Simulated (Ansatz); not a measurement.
Calculation for Se (diamond type): DFT, PBE, all-electron LAPW, scalar-relativistic (Ansatz 0.2.0). This run: diamond relaxed under pressure.

The cell comes from a relaxation on PAW files under the same functional, begun from a prototype that needn't be the stable phase.

Command: `ansatz run input.yaml --threads 1 --pin off --max-ram 3584MiB --backend cpu --events-out ev --progress --plain --runs-dir out` It took 120 s on 1 thread of Intel(R) Xeon(R) Platinum 8375C CPU @ 2.90GHz (Ice Lake), on a shared host, peak memory 0.73 GiB.

```yaml
crystal:
  lattice:
    - [0.0, 2.1411920356, 2.1411920356]
    - [2.1411920356, 0.0, 2.1411920356]
    - [2.1411920356, 2.1411920356, 0.0]
  atoms:
    - { symbol: Se, position: [-0.125, -0.125, -0.125] }
    - { symbol: Se, position: [0.125, 0.125, 0.125] }
kpoints:
  mp_grid: { grid: [15, 15, 15] }
scf:
  occupations: { method: fermi_dirac, width: 0.1 }
hamiltonian:
  xc: pbe
  pseudopotentials: { kind: all_electron, lapw: { basis_error: 0.0005 } }
output:
  forces: true
  stress: true
  eigenvalues: true
relax:
  f_tol: 0.005
  max_steps: 12
  cell: { p_target: 460.0, stress_tol: 0.23 }
```

Output:

```
The last accepted step is kept in <dir> (removed where the run ends without a failure and the disk answers)
LAPW: plane waves up to 13.619 Å⁻¹, error target 5.0e-4 eV per atom; small_component_spin mean_spin; Se in spheres of 0.899 Å, 24 of its electrons in bands, Dirac shells [] (how accurate: hamiltonian.pseudopotentials.lapw.basis_error, Limitations)
Engine: ansatz 0.2.0
Pseudopotentials: kind: all_electron
Pseudopotential: Se, LAPW, valence charge 24, lapw/all_electron/scalar/gaussian/Se, Koelling and Harmon's equation, gaussian nucleus
Functional definition: PBE
  parameter kappa = 0.804
  parameter beta = 0.06672455060314922
  exchange = pbe_x(kappa = kappa, mu = beta*pi^2/3)
  correlation = pbe_c(beta = beta)
Crystal: 2 atoms, lattice volume = 19.633 Å³
Basis set: ecut = 706.6570701543534 eV, 869 PW (Γ), exchange–correlation at level 2
Bands: 29, of which v1, the nominal top of the filled ones, is band 24 counted from 1 (23 counted from 0)
Symmetry: 48 space group operations
Space group: Fd-3m (ITA 227), of the structure as read, at distance tolerance 2.7e-5 Å
k-points: 120 of 3375
Non-local potential: Se, projectors of the file, none
Initial density: superposition of atomic densities (chi_scale 0.1, normalization cell)
Initial wavefunctions: plane waves of lowest kinetic energy (no species holds an atomic orbital)
Functional: x = pbe(κ = 0.804, μ = 0.2195149727645171), c = pbe(β = 0.06672455060314922)
iter 1 solved again at ethr=5.61e-4 eV; its pass at ethr=1.00e-1 eV (dr2=2.69e-1 eV) is discarded
SCF iter   1: F=—  HF=-132227.292655 eV  |F-HF|=—  |Δ(HF+E_count)|=         —  Δρ=4.90e-2  dr2=2.69e-1  ethr=5.61e-4  ⟨swp⟩=2.3  Hψ=22045  notcnv=0
preconditioner: auto → Kerker (q_TF=auto, 3.167 Å⁻¹)  [metal: Δε(μ)=0.112 eV  Ē_g=19.233 eV  σ=0.100 eV  W_gap=0.27  n_scr=14 (ndim 8)  ℏωp=29.0 eV  f_vac=0.000  D(μ)=0.70/eV (n_scr^D=0)]
SCF iter   2: F=—  HF=-132227.242693 eV  |F-HF|=—  |Δ(HF+E_count)|=   5.00e-2  Δρ=3.14e-2  dr2=1.32e-1  ethr=5.61e-4  ⟨swp⟩=2.0  Hψ=9294  notcnv=0
iter 3 solved again at ethr=8.89e-6 eV; its pass at ethr=2.76e-4 eV (dr2=4.27e-3 eV) is discarded
SCF iter   3: F=—  HF=-132227.197417 eV  |F-HF|=—  |Δ(HF+E_count)|=   4.53e-2  Δρ=4.20e-3  dr2=4.23e-3  ethr=8.89e-6  ⟨swp⟩=2.0  Hψ=16972  notcnv=0  defer=1
SCF iter   4: F=—  HF=-132227.195982 eV  |F-HF|=—  |Δ(HF+E_count)|=   1.44e-3  Δρ=1.51e-3  dr2=4.84e-4  ethr=8.81e-6  ⟨swp⟩=2.0  Hψ=9290  notcnv=0
SCF iter   5: F=—  HF=-132227.195419 eV  |F-HF|=—  |Δ(HF+E_count)|=   5.63e-4  Δρ=8.17e-4  dr2=7.00e-5  ethr=1.01e-6  ⟨swp⟩=2.1  Hψ=9297  notcnv=0
SCF iter   6: F=—  HF=-132227.195410 eV  |F-HF|=—  |Δ(HF+E_count)|=   8.74e-6  Δρ=2.51e-4  dr2=7.96e-6  ethr=1.46e-7  ⟨swp⟩=2.0  Hψ=9289  notcnv=0
SCF iter   7: F=—  HF=-132227.195411 eV  |F-HF|=—  |Δ(HF+E_count)|=   1.26e-6  Δρ=3.04e-5  dr2=1.24e-7  ethr=1.66e-8  ⟨swp⟩=2.0  Hψ=9289  notcnv=0
SCF iter   8: F=-132227.195411 eV  HF=-132227.195411 eV  |F-HF|=1.28e-9  |Δ(HF+E_count)|=   3.93e-8  Δρ=4.57e-6  dr2=1.85e-9  ethr=2.58e-10  ⟨swp⟩=3.0  Hψ=9790  notcnv=0
SCF 1 converged in 8 iterations: F = -132227.195411 eV  dr2 = 1.85e-9
relax step   1: F+E_penalty+E_count = -132227.19541112 eV  Δ(F+E_penalty+E_count) = +0.000e0 eV  max|allowed force component| = 4.048e-18 eV/Å  Δτ_max = 0.0000 Å  P = +462.083 GPa  Ω = 19.633 Å³  (8 SCF iters, accepted)
Crystal: 2 atoms, lattice volume = 19.716 Å³
Basis set: ecut = 704.6889938913745 eV, 869 PW (Γ), exchange–correlation at level 2
Initial density: handed on by an earlier stage of this run
Initial wavefunctions: those handed on with the density
iter 1 solved again at ethr=2.18e-8 eV; its pass at ethr=1.00e-1 eV (dr2=1.05e-5 eV) is discarded
SCF iter   1: F=—  HF=-132227.431285 eV  |F-HF|=—  |Δ(HF+E_count)|=         —  Δρ=2.78e-4  dr2=7.58e-6  ethr=2.18e-8  ⟨swp⟩=4.0  Hψ=18759  notcnv=0
preconditioner: auto → Kerker (q_TF=auto, 3.164 Å⁻¹)  [metal: Δε(μ)=0.108 eV  Ē_g=19.115 eV  σ=0.100 eV  W_gap=0.26  n_scr=14 (ndim 8)  ℏωp=29.0 eV  f_vac=0.000  D(μ)=0.70/eV (n_scr^D=0)]
SCF iter   2: F=—  HF=-132227.431283 eV  |F-HF|=—  |Δ(HF+E_count)|=   1.47e-6  Δρ=1.75e-4  dr2=3.55e-6  ethr=1.58e-8  ⟨swp⟩=2.0  Hψ=9289  notcnv=0
iter 3 solved again at ethr=6.37e-10 eV; its pass at ethr=7.39e-9 eV (dr2=3.06e-7 eV) is discarded
SCF iter   3: F=—  HF=-132227.431282 eV  |F-HF|=—  |Δ(HF+E_count)|=   8.71e-7  Δρ=3.56e-5  dr2=3.05e-7  ethr=6.37e-10  ⟨swp⟩=2.0  Hψ=16418  notcnv=0
SCF iter   4: F=-132227.431282 eV  HF=-132227.431282 eV  |F-HF|=3.38e-8  |Δ(HF+E_count)|=   1.75e-7  Δρ=1.39e-5  dr2=3.63e-8  ethr=6.35e-10  ⟨swp⟩=2.0  Hψ=9289  notcnv=0
SCF 2 converged in 4 iterations: F = -132227.431282 eV  dr2 = 3.63e-8
relax step   2: F+E_penalty+E_count = -132227.43128220 eV  Δ(F+E_penalty+E_count) = -2.359e-1 eV  max|allowed force component| = 3.469e-18 eV/Å  Δτ_max = 0.0000 Å  P = +456.226 GPa  Ω = 19.716 Å³  (4 SCF iters, rejected (line search))
Crystal: 2 atoms, lattice volume = 19.663 Å³
Basis set: ecut = 705.9574470753427 eV, 869 PW (Γ), exchange–correlation at level 2
iter 1 solved again at ethr=1.05e-8 eV; its pass at ethr=1.00e-1 eV (dr2=5.04e-6 eV) is discarded
SCF iter   1: F=—  HF=-132227.279417 eV  |F-HF|=—  |Δ(HF+E_count)|=         —  Δρ=1.81e-4  dr2=2.85e-6  ethr=1.05e-8  ⟨swp⟩=4.2  Hψ=18678  notcnv=0
preconditioner: auto → Kerker (q_TF=auto, 3.166 Å⁻¹)  [metal: Δε(μ)=0.103 eV  Ē_g=19.145 eV  σ=0.100 eV  W_gap=0.25  n_scr=14 (ndim 8)  ℏωp=29.0 eV  f_vac=0.000  D(μ)=0.70/eV (n_scr^D=0)]
SCF iter   2: F=—  HF=-132227.279417 eV  |F-HF|=—  |Δ(HF+E_count)|=   6.64e-7  Δρ=1.13e-4  dr2=1.28e-6  ethr=5.94e-9  ⟨swp⟩=2.0  Hψ=9289  notcnv=0
SCF iter   3: F=—  HF=-132227.279416 eV  |F-HF|=—  |Δ(HF+E_count)|=   2.81e-7  Δρ=2.55e-5  dr2=1.36e-7  ethr=2.67e-9  ⟨swp⟩=2.0  Hψ=9289  notcnv=0
SCF iter   4: F=-132227.279416 eV  HF=-132227.279416 eV  |F-HF|=1.41e-8  |Δ(HF+E_count)|=   8.74e-8  Δρ=9.19e-6  dr2=1.89e-8  ethr=2.83e-10  ⟨swp⟩=2.0  Hψ=9289  notcnv=0
SCF 3 converged in 4 iterations: F = -132227.279416 eV  dr2 = 1.89e-8
relax step   3: F+E_penalty+E_count = -132227.27941633 eV  Δ(F+E_penalty+E_count) = -8.401e-2 eV  max|allowed force component| = 1.301e-17 eV/Å  Δτ_max = 0.0000 Å  P = +459.991 GPa  Ω = 19.663 Å³  (4 SCF iters, accepted)
iter 1 solved again at ethr=4.03e-11 eV; its pass at ethr=1.00e-1 eV (dr2=1.94e-8 eV) is discarded
SCF iter   1: F=—  HF=-132227.279416 eV  |F-HF|=—  |Δ(HF+E_count)|=         —  Δρ=9.11e-6  dr2=1.94e-8  ethr=4.03e-11  ⟨swp⟩=3.1  Hψ=15543  notcnv=0
SCF iter   2: F=-132227.279416 eV  HF=-132227.279416 eV  |F-HF|=5.88e-9  |Δ(HF+E_count)|=   9.95e-9  Δρ=6.67e-6  dr2=1.07e-8  ethr=4.03e-11  ⟨swp⟩=2.0  Hψ=9289  notcnv=0
SCF 4 converged in 2 iterations: F = -132227.279416 eV  dr2 = 1.07e-8
relax step   4: F+E_penalty+E_count = -132227.27941630 eV  Δ(F+E_penalty+E_count) = +2.980e-8 eV  max|allowed force component| = 1.330e-17 eV/Å  Δτ_max = 0.0000 Å  P = +459.992 GPa  Ω = 19.663 Å³  stress off target by 8.32e-3 GPa  SCF on the basis re-selected at this cell (its energy is not comparable with the rows above)  (2 SCF iters)
basis re-selected at this cell: Δ(F+E_penalty+E_count) = +2.980e-8 eV, ΔP = +0.000 GPa vs the last step (what re-selecting the basis moved, after the strain that the cell walked since its last selection, with what the two solves' SCF thresholds leave and, on support functions, any second-order correction that the steps lacked; it is no measure of the basis error at this ecutwfc). This SCF's stress stands 8.32e-3 GPa from its target on what of the cell is left free (relax.cell.stress_tol is 2.30e-1 GPa) and its largest allowed force component is 1.33e-17 eV/Å (relax.f_tol is 5.00e-3 eV/Å): within both
SCF converged after 2 iterations
Free energy (F): -132227.279416 eV
Harris-Foulkes:  -132227.279416 eV  (|F-HF|=5.88e-9)
Internal energy: -132227.256372 eV  (E = F + TS)
E sigma→0 (E₀):  -132227.267894 eV
Entropy (-TS):   -0.023045 eV (-11.522 meV/atom)
Fermi energy:    31.088792 eV
--- Per-component energies (eV) ---
  E_band       = -2359.987850
  E_kinetic    = 135528.472891
  E_xc         = -4817.099667
  E_electrostatic = -262938.629595  (all electrons and nuclei)
  E_smearing   = -0.023045  (= −TS)
  E_closure    = 0.000000  (closes the sum)
  E_atoms      = -132244.344015  (free atoms, spherical and without spin; not in F)
  Σ components = -132227.279416   (vs F -132227.279416, Δ=0.00e0)
  Basis errors (estimates in eV, not in F): energy 2.1e-4 per atom: plane waves 1.9e-4 (1.2e-4 summed), levels above the bands 4.7e-43, relativity 4.1e-8, radial functions 2.3e-5, core shells 4.0e-9; eigenvalues (radial functions only) 1.3e-7; not estimated: angular momenta, meshes, grids; target (lapw.basis_error) 5.0e-4; muffin-tin radii Se 0.900 Å
--- Forces (eV/Å), atoms counted from 1 ---
  atom   1  Se     0.00000000    -0.00000000     0.00000000
  atom   2  Se     0.00000000     0.00000000    -0.00000000
  max |Σ_I F_I| component: 1.16e-17 eV/Å
--- Stress (GPa, compression-positive) ---
      459.991681       0.000000       0.000000
        0.000000     459.991681       0.000000
        0.000000       0.000000     459.991681
  P = ⅓ Tr σ = 459.9917 GPa (4599.917 kbar)
--- Band table (eV; the first three rows and the last of 120) ---
  k-point 0: bands = ["-181.1005", "-181.0542", "-120.6273", "-120.6273", "-120.6273", "-120.5335", "-120.5335", "-120.5335", "-21.3432", "-21.3432", "-21.3432", "-21.2049", "-21.2049", "-20.6301", "-20.6301", "-20.6301", "-20.5749", "-20.5749", "2.5425", "23.5159", "23.5159", "23.5159", "27.8816", "27.8816", "27.8816", "30.8171", "36.0866", "38.0280", "38.0280"]
  k-point 1: bands = ["-181.1001", "-181.0546", "-120.6276", "-120.6276", "-120.6269", "-120.5339", "-120.5332", "-120.5332", "-21.3499", "-21.3499", "-21.3409", "-21.1954", "-21.1954", "-20.6396", "-20.6396", "-20.6326", "-20.5669", "-20.5669", "2.6435", "22.4811", "23.3102", "23.3102", "28.1563", "28.1563", "28.1672", "31.3865", "36.5248", "37.4611", "37.4611"]
  k-point 2: bands = ["-181.0990", "-181.0557", "-120.6285", "-120.6285", "-120.6258", "-120.5350", "-120.5323", "-120.5323", "-21.3648", "-21.3648", "-21.3343", "-21.1728", "-21.1728", "-20.6587", "-20.6587", "-20.6400", "-20.5521", "-20.5521", "2.9449", "20.4260", "22.8324", "22.8324", "28.2057", "28.7928", "28.7928", "32.9099", "36.6335", "36.6335", "37.5578"]
  k-point 119: bands = ["-181.0790", "-181.0757", "-120.6416", "-120.6405", "-120.5848", "-120.5762", "-120.5204", "-120.5194", "-21.4790", "-21.4679", "-21.0925", "-21.0283", "-20.9287", "-20.8865", "-20.8496", "-20.7965", "-20.4486", "-20.4384", "9.6220", "10.5980", "15.9283", "16.8034", "30.0704", "31.6260", "32.8914", "32.9698", "41.7339", "43.4518", "45.7583"]
--- Relaxed structure (3 steps of the walk, 2 accepted, 1 SCFs on fresh bases) ---
  F+E_penalty+E_count = -132227.27941630 eV   max|allowed force component| = 1.330e-17 eV/Å   (the final SCF, on the basis selected at the relaxed cell)
  cell:  # Å, volume = 19.6627 Å³
    - [1.528611609868677e-34, 2.1422527627077086, 2.1422527627077086]
    - [2.1422527627077086, 8.916901057567282e-35, 2.1422527627077086]
    - [2.1422527627077086, 2.1422527627077086, 1.4012273090462871e-34]
  atoms:
    - { symbol: Se, position: [-0.125, -0.125, -0.125] }
    - { symbol: Se, position: [0.125, 0.125, 0.125] }
```
